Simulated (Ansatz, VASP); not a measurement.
# GaP in two plane-wave programs, part 2 of 2

One calculation is typed for both programs; each brings its own data sets. How far apart do they land? The cell is taken from a series of runs on this material, whose earlier steps may have relaxed, scaled, displaced or heated it; both programs get it as it stands.

VASP 6.6.1 and Ansatz 0.2.0.

So far: Set-up; VASP: zone-centre phonons, LDA.

### 3. Ansatz: zone-centre phonons, LDA

Level of this step: Ansatz beside VASP: Kohn-Sham DFT, plane waves, LDA (Ansatz).

Ansatz runs on its PAW soft_1 files.

The same cell, functional (in two slightly different forms) and mesh now go to Ansatz, which takes its cutoff from its data sets.

Contents of input.yaml:

```yaml
crystal:
  lattice:
    - [0.0, 2.6148345403, 2.7671965316]
    - [2.6148345403, 0.0, 2.7671965316]
    - [2.6148345403, 2.6148345403, 0.0]
  atoms:
    - { symbol: P, position: [0.75, 0.75, 0.75] }
    - { symbol: Ga, position: [0.0, 0.0, 0.0] }
kpoints:
  mp_grid: { grid: [12, 12, 12] }
hamiltonian:
  xc: lda
  pseudopotentials: { kind: paw, azcp: { folder: soft_1 }, xc_functional: pbe }
scf:
  occupations: { method: fixed }
output:
  eigenvalues: true
phonons:
  method: dfpt
  dielectric: true
  rigid_motions: translations
```

Command:

```sh
$ ansatz run input.yaml --threads 4 --pin off --max-ram 10240MiB --backend cpu --events-out ev --progress --plain --runs-dir out
```

Numbers of over 12 decimals in the logs are rounded to 6 here.

Output:

```text
Engine: ansatz 0.2.0, x86_64-unknown-linux-gnu
Pseudopotentials: kind: paw
Pseudopotential: P, paw, valence charge 5, recommended cutoff 420 eV (normal), soft_1/P.paw.azcp
Pseudopotential: Ga, paw, valence charge 13, recommended cutoff 420 eV (normal), soft_1/Ga.paw.azcp
Functional definition: SPW92
  exchange = slater_x
  correlation = pw_c
Crystal: 2 atoms, lattice volume = 37.841 Å³
Basis set: ecut = 420 eV, 741 PW (Γ), exchange–correlation on 54×54×54 points (8 copies of the dense FFT grid, shifted against one another)
Bands: 13, of which v1, the nominal top of the filled ones, is band 9 counted from 1 (8 counted from 0)
Symmetry: 8 space group operations
k-points: 868 of 1728 (irreducible under 1 space group operation, time reversal used)
Non-local potential: P, projectors of the file, l = 0: 2, l = 1: 2, l = 2: 1
Non-local potential: Ga, projectors of the file, l = 0: 2, l = 1: 2, l = 2: 3, l = 3: 1
PAW form: soft (Blöchl's): semilocal exchange-correlation on the pseudo side does not see the compensation charge
PAW frozen core: P, regenerated for the run's functional, and the local potential with it (the file was generated under x = pbe(κ = 0.804, μ = 0.219515), c = pbe(β = 0.066725))
PAW frozen core: Ga, regenerated for the run's functional, and the local potential with it (the file was generated under x = pbe(κ = 0.804, μ = 0.219515), c = pbe(β = 0.066725))
PAW one-centre angular grid: P, 110 points (default); XC on 64 Gauss nodes
PAW one-centre angular grid: Ga, 590 points (default); XC on 64 Gauss nodes
Initial density: superposition of atomic densities (chi_scale 0.1, normalization cell, long waves kept (reshape's long-wave potential 0.00 eV rms))
Initial wavefunctions: pseudopotential atomic-orbital guess
Functional: x = slater, c = lda
SCF iter   1: F=—  HF=-4433.945692 eV  |F-HF|=—  |Δ(HF+E_count)|=         —  Δρ=4.63e-2  dr2=6.96e-1  ethr=3.10e-3  ⟨swp⟩=5.0  Hψ=60839  notcnv=0  defer=1714
preconditioner: auto → none  [insulator: Δε(μ)=1.515 eV  Ē_g=15.652 eV  n_scr=14 (ndim 8)  ℏωp=25.6 eV  f_vac=0.000  ε∞_Penn≈3.7]
SCF iter   2: F=—  HF=-4433.755616 eV  |F-HF|=—  |Δ(HF+E_count)|=   1.90e-1  Δρ=2.07e-2  dr2=9.14e-2  ethr=3.10e-3  ⟨swp⟩=2.1  Hψ=21015  notcnv=0  defer=1617
SCF iter   3: F=—  HF=-4433.741601 eV  |F-HF|=—  |Δ(HF+E_count)|=   1.40e-2  Δρ=5.20e-3  dr2=9.44e-3  ethr=5.08e-4  ⟨swp⟩=3.0  Hψ=20814  notcnv=0  defer=1719
SCF iter   4: F=—  HF=-4433.738124 eV  |F-HF|=—  |Δ(HF+E_count)|=   3.48e-3  Δρ=2.48e-3  dr2=8.43e-4  ethr=5.24e-5  ⟨swp⟩=3.0  Hψ=22216  notcnv=0  defer=1735
SCF iter   5: F=—  HF=-4433.737763 eV  |F-HF|=—  |Δ(HF+E_count)|=   3.61e-4  Δρ=5.62e-4  dr2=4.39e-5  ethr=4.68e-6  ⟨swp⟩=2.0  Hψ=20836  notcnv=0  defer=1735
SCF iter   6: F=—  HF=-4433.737764 eV  |F-HF|=—  |Δ(HF+E_count)|=   1.06e-6  Δρ=3.08e-5  dr2=2.18e-7  ethr=2.44e-7  ⟨swp⟩=2.2  Hψ=13559  notcnv=0  defer=1403
SCF iter   7: F=—  HF=-4433.737764 eV  |F-HF|=—  |Δ(HF+E_count)|=   2.67e-7  Δρ=6.09e-6  dr2=6.94e-9  ethr=1.21e-9  ⟨swp⟩=2.0  Hψ=19102  notcnv=0  defer=819
SCF iter   8: F=-4433.737764 eV  HF=-4433.737764 eV  |F-HF|=1.36e-11  |Δ(HF+E_count)|=  7.00e-10  Δρ=2.77e-7  dr2=1.25e-11  ethr=1.00e-12  ⟨swp⟩=8.9  Hψ=91529  notcnv=0
SCF 1 converged in 8 iterations: F = -4433.737764 eV  dr2 = 1.25e-11
  greatest PAW one-centre occupation: 0.994 electrons in one spin orbital (limit 2), on the Ga atom at site 1 (counted from 0), in its partial waves of l = 2
NSCF: frozen V_eff on 3 k-points
DFPT response loops at Γ: preconditioner auto → none (the input reference at scf.mixing.eps_inf says where Resta's filter doesn't serve); β = 0.50; Broyden in place of MSR1
── the response to a field inside a basis, on 12×12×12 k-points: an SCF that follows is theirs, and a resumed run solves both again ──
Bands: 10, of which v1, the nominal top of the filled ones, is band 9 counted from 1 (8 counted from 0)
k-points: 468 of 1728 (irreducible under 2 space group operations, time reversal used)
Initial density: handed on by an earlier stage of this run
Initial wavefunctions: pseudopotential atomic-orbital guess (no wavefunctions were taken with the density)
Eigensolver: Dense (468 Hₖ)
SCF iter   1: F=—  HF=-4433.737324 eV  |F-HF|=—  |Δ(HF+E_count)|=         —  Δρ=1.34e-4  dr2=2.41e-6  ethr=1.00e-1
preconditioner: auto → none  [insulator: Δε(μ)=1.141 eV  Ē_g=13.378 eV  n_scr=14 (ndim 8)  ℏωp=25.6 eV  f_vac=0.001  ε∞_Penn≈4.7]
SCF iter   2: F=—  HF=-4433.737323 eV  |F-HF|=—  |Δ(HF+E_count)|=   8.49e-7  Δρ=1.00e-4  dr2=1.52e-6  ethr=1.34e-8
SCF iter   3: F=—  HF=-4433.737324 eV  |F-HF|=—  |Δ(HF+E_count)|=   2.40e-7  Δρ=2.60e-5  dr2=2.32e-7  ethr=8.43e-9
SCF iter   4: F=-4433.737323 eV  HF=-4433.737323 eV  |F-HF|=2.01e-9  |Δ(HF+E_count)|=   2.97e-7  Δρ=3.29e-6  dr2=2.73e-9  ethr=1.29e-9
SCF 1 converged in 4 iterations: F = -4433.737323 eV  dr2 = 2.73e-9
DFPT response loops at Γ: mixed as the last ones told, above
WARN: field response: ε∞ stands inside a basis, on 12×12×12 points; the force constants stand on the 12×12×12 k-mesh, whose period is 13.02 times the interband length at k = (0.0000, 0.0000, 0.0000), direct gap 2.023 eV, under 14: take them and everything formed from them as unconverged, and compare with a denser kpoints.mp_grid
SCF converged after 8 iterations
Free energy (F): -4433.737764 eV
Harris-Foulkes:  -4433.737764 eV  (|F-HF|=1.36e-11)
Internal energy: -4433.737764 eV  (E = F + TS)
E sigma→0 (E₀):  -4433.737764 eV
Fermi energy:    7.829705 eV
--- Per-component energies (eV) ---
  E_band       = -51.973495
  E_kinetic    = 183.255809
  E_local      = -1634.447554  (includes V_loc(G=0)·N_el)
  E_nonlocal   = -57.088345
  E_hartree    = 997.257593
  E_xc         = -136.518588
  E_vxc        = -119.310760  (∫ρ·V_xc dr)
  E_paw        = -2445.117685  (= ΣΔE_a)
  E_vpaw       = -418.897534  (= ΣTr[D̂ρ^β])
  E_aug_tail   = -0.000219  (compensation charges beyond the density's cutoff)
  E_ewald      = -1342.924608
  E_core_change = 1.845833  (= ΣΔE_core)
  E_smearing   = -0.000000  (= −TS)
  E_closure    = -0.000000  (closes the sum)
  Σ components = -4433.737764   (vs F -4433.737764, Δ=0.00e0)
--- Band table (eV; the first three rows and the last of 868) ---
  k-point 0: bands = [... 5 lower, -5.3308, 7.4588, 7.8297, 7.8297, 9.8529, 11.4550, 11.4550, 11.5750]
  k-point 1: bands = [... 5 lower, -5.2318, 6.7512, 7.4753, 7.7171, 10.2820, 11.6002, 11.6454, 11.8623]
  k-point 2: bands = [... 5 lower, -4.9416, 5.2033, 7.1310, 7.4563, 10.2173, 12.0483, 12.0851, 12.8906]
  k-point 867: bands = [... 5 lower, -3.0175, 0.6004, 6.2173, 6.7403, 9.3311, 12.1834, 12.5558, 15.9083]
--- Phonons (Γ-DFPT): 4 representative perturbations + reference, on 868 of 1728 k-points (Σ response iterations 12) ---
  k mesh reduced under 1 symmetry operation, with k and −k counted as one. Each operation leaves every solved perturbation unchanged. A smaller set is not considered because the run solves the response to a homogeneous field
  ASR residual: 7.501e-5 → 0.000e0 eV/Å²; symmetrization residual: 3.402e-6 eV/Å²
  ASR residual per site (eV/Å²): 7.50e-5 3.49e-5
  Γ frequencies (cm⁻¹): 0.00 0.00 0.00 377.35 377.35 382.68
  ε∞ (high-frequency dielectric tensor):
       10.313834     0.000000     0.000000
        0.000000    10.313834     0.000000
        0.000000     0.000000    10.936217
  ε⁰ (static dielectric tensor: ions relaxed, cell fixed):
       11.887764    -0.000000     0.000000
       -0.000000    11.887764     0.000000
        0.000000     0.000000    12.872061
  ε⁰ − ε∞ (ionic part):
        1.573930    -0.000000     0.000000
       -0.000000     1.573930     0.000000
        0.000000     0.000000     1.935844
  softest optical mode at Γ: 377.35 cm⁻¹; the repairs (sum rule, projections) moved no ω² at Γ by more than (0.92 cm⁻¹)²
  Born effective charges Z* (e; rows j = field, columns β = displacement):
    site 0:
        -1.92255    0.00000   -0.00000
         0.00000   -1.92255   -0.00000
         0.00000   -0.00000   -2.16228
    site 1:
         1.92255   -0.00000    0.00000
         0.00000    1.92255    0.00000
         0.00000    0.00000    2.16228
  Z* charge neutrality: 9.501e-4 e pre-enforcement
  solved inside a basis spanned on kpoints, on 12×12×12 k-points, its susceptibility summed on 16×16×16: ε∞ is read to err by 3.1e-2, Z* by 1.5e-2 e (field_mesh: kpoints solves on kpoints); Z* is corrected for what the basis lacks
  optical modes at Γ without the LO–TO term, one row a degenerate level:
      ω (cm⁻¹)  modes    IR ((D/Å)²/amu)
        377.35      2             7.9523
        382.68      1             5.0296
  optical modes at Γ + LO–TO along q̂ = [1.0000, 0.0000, 0.0000]:
      ω (cm⁻¹)  modes    IR ((D/Å)²/amu)
        377.35      1             3.9761
        382.68      1             5.0296
        405.12      1             3.9761
  optical modes at Γ + LO–TO along q̂ = [0.0000, 1.0000, 0.0000]:
      ω (cm⁻¹)  modes    IR ((D/Å)²/amu)
        377.35      1             3.9761
        382.68      1             5.0296
        405.12      1             3.9761
  optical modes at Γ + LO–TO along q̂ = [0.0000, 0.0000, 1.0000]:
      ω (cm⁻¹)  modes    IR ((D/Å)²/amu)
        377.35      2             7.9523
        415.17      1             5.0296
```

### 4. Side by side

Known differences besides the potentials themselves: the two LDA forms differ slightly; fixed occupations in Ansatz, narrow Gaussian smearing in VASP; VASP's response is taken on the typed mesh, Ansatz refines its own for the field response alone; the cutoff is 420 eV in Ansatz and 500 eV in VASP; VASP's log shows a relativistic correction to its local exchange, Ansatz's none. Total energies have different zeros and are not compared.

Compared:

```csv
quantity,Ansatz,VASP,difference
ε∞ xx,10.31,10.36,-0.46 %
ε∞ yy,10.31,10.36,-0.46 %
ε∞ zz,10.94,10.94,-0.06 %
Born charge of P1 (mean of the diagonal) (e),-2.00,-2.02,+0.02
Born charge of Ga2 (mean of the diagonal) (e),2.00,2.02,-0.02
optical mode 1 to 2 (cm⁻¹),377.4,377.1,+0.07 %
optical mode 3 (cm⁻¹),382.7,382.2,+0.12 %
```

Modes are paired by rising frequency, not by their patterns, so a pair may set unlike modes beside each other; they are those without the splitting of longitudinal modes.

### 5. What came out

| Property | Result |
| --- | --- |
| r.m.s. difference of the optical zone-centre modes, each program's sorted by frequency (zone-centre phonons, LDA) | 0.34 cm⁻¹ |

**Reading.** The r.m.s. difference of the optical zone-centre modes, each program's sorted by frequency is 0.34 cm⁻¹ (zone-centre phonons, LDA). Such differences can come from data sets, numerical settings and the points named under the comparisons, not from the functional's error against experiment.

[Lines on the potential files, build, host, timing and source positions are cut from VASP's logs without a mark.]

[Logs are printed without paths, hosts, clocks, repeated set-up lines and the standing remarks that a program may print on its own settings, such as how far it seeks lower states.]

[Hosts, paths, dates, database ids (printed as entryN), source tags and the programs' standing remarks are cut or masked in the printed files.]
